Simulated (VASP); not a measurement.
The system is TiSe2.

```
Ti Se
1.0
     3.53600    0.00000    0.00000
    -1.76800    3.06227    0.00000
     0.00000    0.00000    6.00400
Ti Se
1 2
Direct
  0.00000 0.00000 0.00000
  0.33333 0.66667 0.25520
  0.66667 0.33333 0.74480
```

```yaml
Program: VASP 6.6.1
Task: relaxation of cell and atoms
Functional: PBE
Potentials_or_basis: VASP PAW PBE potentials, release 64 (Ti, Se)
Cutoff: 300 eV
k_mesh: 6 × 6 × 3
Occupations: methfessel-paxton, width 0.1 eV
Spin: no spin polarisation
```

At the start: pressure 1.0 GPa; volume 21.67 Å³/atom.

Q: Where does the relaxation end?

A: Over 14 steps the energy falls by 10.8 meV/atom and the volume is 23.88 Å³/atom (+10.2 %); space group P-3m1 (No. 164, to 0.05 Å).

The path:
| step | energy change (eV) | largest force (eV/Å) | pressure (GPa) | volume (Å³) |
| --- | --- | --- | --- | --- |
| 1 | 0.0000 | 0.0718 | 1.05 | 65.01 |
| 2 | -0.0050 | 0.2356 | -0.82 | 66.35 |
| 3 | -0.0058 | 0.1535 | -0.34 | 65.99 |
| 4 | -0.0100 | 0.1520 | -0.09 | 66.00 |
| 5 | -0.0127 | 0.1543 | 0.29 | 66.02 |
| 6 | -0.0128 | 0.1551 | 0.40 | 66.02 |
| 7 | -0.0172 | 0.1330 | 0.33 | 66.60 |
| 8 | -0.0269 | 0.0579 | 0.12 | 68.37 |
| 9 | -0.0294 | 0.1064 | -0.02 | 71.95 |
| 10 | -0.0306 | 0.0644 | 0.02 | 70.90 |
| 11 | -0.0315 | 0.0890 | -0.50 | 72.33 |
| 12 | -0.0320 | 0.0275 | -0.30 | 71.78 |
| 13 | -0.0301 | 0.0825 | 0.83 | 71.28 |
| 14 | -0.0324 | 0.0045 | 0.02 | 71.64 |

Final structure:
```
CELL_PARAMETERS angstrom
3.52366 0.00000 0.00000
-1.76183 3.05158 0.00000
0.00000 0.00000 6.66218
ATOMIC_POSITIONS crystal
Ti 0.00000 0.00000 0.00000
Se 0.33333 0.66667 0.23312
Se 0.66667 0.33333 0.76688
```

Caveat: this functional lacks dispersion, which binds the layers, so the pressure and a relaxed spacing across them are unreliable; the volume moved by +10 % from the deposited cell, more than functionals usually miss.
